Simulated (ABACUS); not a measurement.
Ag:

```
Ag
1.0
     0.00000    2.04275    2.04275
     2.04275    0.00000    2.04275
     2.04275    2.04275    0.00000
Ag
1
Direct
  0.00000 0.00000 0.00000
```

Base run:

- Program: ABACUS 3.10.1
- Functional: revPBE
- Potentials or basis: SPMS ONCV 1.0 PBE
- Cutoff: 1116 eV
- Density cutoff: 4463 eV
- Basis: plane waves
- k mesh: 9 × 9 × 9
- Occupations: fermi-dirac, width 0.05 eV
- Spin: no spin polarisation

Its results: band gap on the k mesh none (metal or under the smearing width); pressure 8.1 GPa.

Problem. The run is repeated on the same cell with these changes: functional from revPBE to PBEsol. What comes out?

Solution. Band gap on the k mesh none (metal or under the smearing width); pressure -2.9 GPa.

PBEsol binds more tightly than revPBE, so the same cell stands under less pressure.

Caveats: the potentials were made for another functional, which shifts forces and pressure.

Not every run made on this cell is shown here.
